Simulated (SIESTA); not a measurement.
Crystal: BN.

```
N B
1.0
     0.00000    1.81300    1.81300
     1.81300    0.00000    1.81300
     1.81300    1.81300    0.00000
N B
1 1
Direct
  0.25000 0.25000 0.25000
  0.00000 0.00000 0.00000
```

The cell is a database's computed one.

Base run:

- Program: SIESTA 5.4.2
- Functional: PBEsol
- Potentials or basis: PseudoDojo 0.4 standard (PBEsol files)
- Basis: DZP (energy shift 0.003 Ry)
- Grid cutoff: 800 Ry
- Energy shift: 0.003 Ry
- k mesh: 13 × 13 × 13
- Occupations: fermi-dirac, width 0.05 eV
- Spin: no spin polarisation

Its results: band gap on the k mesh 4.45 eV, indirect (least direct gap 8.79 eV); pressure -2.4 GPa.

Problem. After a change of settings the same cell gave: band gap on the k mesh 4.45 eV, indirect (least direct gap 8.77 eV); pressure -3.4 GPa. Which change was it?
A. functional from PBEsol to AM05
B. functional from PBEsol to BLYP; potentials or basis from PseudoDojo 0.4 standard (PBEsol files) to PseudoDojo 0.4 standard (PBE files)
C. functional from PBEsol to vdW-DF-cx; potentials or basis from PseudoDojo 0.4 standard (PBEsol files) to PseudoDojo 0.4 standard (PBE files)

Solution. A.

Caveats: the basis of atomic orbitals isn't converged, which shifts pressures, moduli and gaps; an odd mesh through Γ misses points on the zone boundary, where band edges often lie (some runs); the potentials were made for another functional, which shifts forces and pressure (some runs).

Runs at the PBE level aren't shown here.
